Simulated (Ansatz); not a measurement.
Space group Fm-3m (No. 225). a = 4.380 Å, b = 4.380 Å, c = 4.380 Å, α = 90.00°, β = 90.00°, γ = 90.00°
```json
{"atom": "Nb", "site": "4b", "symmetry": "m-3m", "x": "0.5000", "y": "0.0000", "z": "0.0000"}
{"atom": "N", "site": "4a", "symmetry": "m-3m", "x": "0.0000", "y": "0.0000", "z": "0.0000"}
```

Equation of state of this NbN structure (not necessarily the ground state), with shape and atoms relaxed at each volume where symmetry leaves them free. It has no gap at any of these volumes. Method: DFT PBEsol, scalar-relativistic, plane waves, PAW (Ansatz 0.2.0).

Settings: cutoff 420 eV, Γ-centred mesh 16×16×16 on the computed 2-atom cell, Gaussian smearing of 0.10 eV; no spin polarisation.

| V (Å³/atom) | E − E(largest V) (meV/atom) | P (GPa) |
| --- | --- | --- |
| 9.246 | 104.91 | 56.26 |
| 9.561 | 12.14 | 38.59 |
| 9.877 | -48.58 | 23.58 |
| 10.192 | -82.01 | 10.82 |
| 10.507 | -92.33 | -0.03 |
| 10.822 | -82.90 | -9.26 |
| 11.137 | -56.71 | -17.11 |
| 11.558 | 0.00 | -25.76 |

Problem. Fit a third-order Birch–Murnaghan equation to E(V).

Solution. V0 = 10.51 Å³/atom, B0 = 333 GPa, B0' = 4.4.